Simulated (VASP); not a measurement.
A run of VASP 6.6.1 is set up as follows.

The input INCAR:

```
SYSTEM = Zn
ALGO     = Normal         ! electronic algorithm
DIPOL    = 0.5 0.5 0.500
EDIFF    = 1E-6           ! SCF threshold, eV
EDIFFG   = -0.02          ! ionic threshold
ENCUT    = 600            ! plane-wave cutoff, eV
GGA      = PE             ! functional
IBRION   = 2              ! ionic algorithm
IDIPOL   = 3            
ISIF     = 2              ! what is computed and relaxed
ISMEAR   = -1             ! smearing method
LASPH    = .TRUE.         ! aspherical terms in the spheres
LCHARG   = .FALSE.        ! write CHGCAR
LDIPOL   = .TRUE.       
LREAL    = .FALSE.        ! projectors in reciprocal space
LWAVE    = .FALSE.        ! write WAVECAR
NELM     = 60             ! most SCF steps
NSW      = 40             ! ionic steps
PREC     = Accurate       ! precision mode
SIGMA    = 0.05           ! smearing width, eV
```

File KPOINTS:

```
k-points
0
G
  8 8 1
  0 0 0
```

Contents of POSCAR:

```
Zn
1.0
    2.6647980532      0.0000000000      0.0000000000
   -1.3323990266      2.3077828100      0.0000000000
    0.0000000000      0.0000000000     29.8401000000
Zn
7
Selective dynamics
Direct
    0.6666666667      0.3333333334      0.2513396403  F F F
    0.3333333333      0.6666666666      0.3342264269  F F F
    0.6666666667      0.3333333334      0.4171132134  F F F
    0.3333333333      0.6666666666      0.5000000000  T T T
    0.6666666667      0.3333333334      0.5828867866  T T T
    0.3333333333      0.6666666666      0.6657735731  T T T
    0.6666666667      0.3333333334      0.7486603597  T T T
```

Potentials or basis: VASP PAW PBE potentials, release 54 (Zn).

Run with:

```bash
$ cat potpaw_PBE.54/Zn/POTCAR > POTCAR
$ mpirun -np 1 vasp_std > vasp.out
```

**Question.** Predict the energy gained by relaxing.

**Answer.** 1.6 meV/atom.

**Question.** Predict the band gap on the k mesh.

**Answer.** None (metal or under the smearing width).

The path:
```tsv
step	energy change (eV)	largest force (eV/Å)	pressure (GPa)
1	0.0000	0.2035	-0.70
2	-0.0025	0.2046	-0.73
3	-0.0075	0.2081	-0.76
4	-0.0056	0.2154	-0.76
5	-0.0087	0.2107	-0.76
6	-0.0093	0.2099	-0.77
7	-0.0103	0.2075	-0.75
8	-0.0104	0.2068	-0.78
9	-0.0105	0.2079	-0.77
10	-0.0109	0.2114	-0.77
```
